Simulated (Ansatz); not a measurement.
Ta: stationary points along a deformation path

Method: DFT PBE, scalar-relativistic, plane waves, PAW in Ansatz 0.2.0. Cutoff 420 eV, Γ-centred 28×28×28 k-points, Gaussian smearing of 0.15 eV. Spin–orbit coupling is left out, which can shift energies with elements as heavy as these. No spin polarisation. Energies are free energies at this smearing, counted from the undisturbed cell; pressure is positive in compression.

The undisturbed cell (relaxed at this level; this fcc form isn't the usual structure):

```
Ta
1.0
     0.00000    2.11151    2.11151
     2.11151    0.00000    2.11151
     2.11151    2.11151    0.00000
Ta
1
Direct
  0.00000 0.00000 0.00000
```

At fixed volume and fractional coordinates, lengths along (0.000, 0.000, 1.000) are scaled against those across it; ρ is that ratio over its starting value. V = 18.828 Å³/atom. Δσ is the stress along the axis less the mean stress across it (compression positive).

| ρ | ΔE (meV/atom) | Δσ (GPa) | space group |
| --- | --- | --- | --- |
| 0.650 | -207.3 | 6.09 | I4/mmm |
| 0.707 | -230.9 | 0.01 | Im-3m |
| 0.780 | -196.6 | -8.56 | I4/mmm |
| 0.850 | -121.1 | -13.38 | I4/mmm |
| 0.920 | -38.7 | -11.65 | I4/mmm |
| 0.960 | -8.6 | -5.79 | I4/mmm |
| 1.000 | 0.0 | 0.00 | Fm-3m |
| 1.050 | -10.1 | 5.21 | I4/mmm |
| 1.100 | -35.5 | 7.88 | I4/mmm |
| 1.200 | -72.4 | 0.83 | I4/mmm |
| 1.300 | -35.0 | -13.72 | I4/mmm |
| 1.414 | 112.8 | -31.12 | I4/mmm |
| 1.500 | 289.4 | -45.53 | I4/mmm |

Question: How does the stress give the slope of the energy, and where is the energy stationary?

Answer: Along the path d ln(length) is 2/3 d ln ρ on the axis and −1/3 d ln ρ across it, so dE/d ln ρ = −(2/3) V Δσ: the energy falls with ρ where Δσ is positive. Δσ vanishes or changes sign at ρ = 0.707 (Im-3m), a minimum at -230.9 meV/atom; at ρ = 1.000 (Fm-3m), a maximum at 0.0 meV/atom; between ρ = 1.200 and 1.300, a minimum (near 1.21 by linear interpolation). Pairs of stationary points between two samples would go unseen, and could change a minimum read from distant neighbours into a maximum. At ρ = 0.707, 1.000 the cell is cubic, where symmetry alone makes the stress isotropic and the slope zero.

Question: Which shear constant sets the curvature at ρ = 1?

Answer: For a cubic crystal E/V = (2/3) C (ln ρ)² with C = C′ = (C11 − C12)/2, so Δσ = −2C ln ρ. The parabola of Δσ against ln ρ through ρ = 0.960, 1 and 1.050 gives C ≈ -63 GPa with the ions clamped, rough because the steps are large. It is negative, so the cubic cell is unstable to this shear.

Question: Integrate that slope from ρ = 1 to 0.850 by the trapezoid rule.

Answer: With V/N in Å³ and 1 eV/Å³ = 160.2 GPa the slopes at ρ = 1.000, 0.960, 0.920, 0.850 are 0, 453, 913, 1049 meV/atom per unit of ln ρ. The steps add (-9.3) + (-29.1) + (-77.6) = -116.0 meV/atom, against -121.1 from the energies; the trapezoid rule misses the curvature of the slope within each step.

Question: Is the start the lowest point of the path?

Answer: No: ρ = 0.707 lies 230.9 meV/atom lower, with no sampled rise above the start on the way. Volume and inner coordinates are held, so a relaxed structure there would lie lower still.

In a metal these slopes depend on the k mesh and the smearing.

Cost: 13 runs of about 2.9 core-minutes in all, on Intel Xeon Platinum 8488C (Sapphire Rapids) (shared hosts).